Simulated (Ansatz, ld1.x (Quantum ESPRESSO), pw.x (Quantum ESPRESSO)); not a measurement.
**Equation-of-state test of one TM potential (ruthenium (Ru))**

* Element: Ru
* Generator: ld1.x (Quantum ESPRESSO) 7.5
* Type: norm-conserving Troullier–Martins (Kleinman–Bylander form)
* Functional: PBE
* Relativity: scalar-relativistic
* Frozen core: [Kr]
* Valence charge: 8
* Reference configuration: 4d7 5s1 5p0
* Partial waves: 5p (bound, empty): rc 3.65 bohr; 4d (bound): rc 1.50 bohr; 5s (bound): rc 2.55 bohr
* Local potential: the s channel
* Core correction: a·sin(br)/r model core inside 1.05 bohr

Atomic tests: cutoffs needed: 55 Ry and 70 Ry (the cutoffs (Ry, on a coarse ladder) from which the occupation-weighted sum of valence levels, in a spherical-Bessel basis at the reference potential, stays within 10 and 1 mRy of its value at 400 Ry); ghost test: no extra level below or beside the all-electron valence levels (p, d, s, f tested) (spherical-Bessel basis up to 400 Ry, 20 bohr box); largest excitation error: -680 meV (all-electron minus pseudo) for 4d5 5s0 5p0, out of 7 test configurations.

Crystal test: sc Ru in pw.x 7.5, no spin, 13³ k-points, Fermi–Dirac smearing 0.01 Ry, cutoffs 85/340 Ry. The reference is all-electron LAPW (Ansatz 0.2.0) with the same functional, mesh and smearing; V0 and B0 come from Birch–Murnaghan fits to the pressures at five volumes. Errors are pseudo minus all-electron; Δ is the rms difference of the E(V) curves that follow from these fits, minima aligned, over ±6 % about the mean V0. Mesh and smearing are coarse, so the numbers serve the comparison and aren't converged zero-temperature values; the lattice is a test structure that the element need not adopt.

| V (Å³/atom) | P all-electron (GPa) | P pseudo (GPa) |
| --- | --- | --- |
| 15.074 | 12.76 | 32.12 |
| 15.470 | 5.99 | 23.45 |
| 15.867 | 0.13 | 15.93 |
| 16.264 | -4.94 | 9.38 |
| 16.660 | -9.32 | 3.69 |

All-electron: a0 = 2.513 Å (V0 = 15.88 Å³/atom), B0 = 217.0 GPa.

Pseudopotential: mean pressure error (GPa): +15.99. The pressure does not cross zero within the volumes sampled, so no fit is given. The largest radius (3.65 bohr) exceeds half the bond length (2.37 bohr), so the spheres overlap, which is one possible source of error among others. This is a poor potential for the solid.

At the middle volume, how do free energy and pressure move when the wave cutoff is lowered (ecutrho kept at four times it)?

| cutoff (Ry) | shift of F (meV/atom) | shift of P (GPa) |
| --- | --- | --- |
| 38 | +1947.6 | -84.91 |
| 51 | +159.5 | -11.74 |
| 68 | +1.9 | -0.14 |

The run at the middle volume (84 k-points, 7 iterations) took about 7.4 s on one core of a shared host (AMD EPYC 9R14, 96 threads, 370 GiB, load 65).
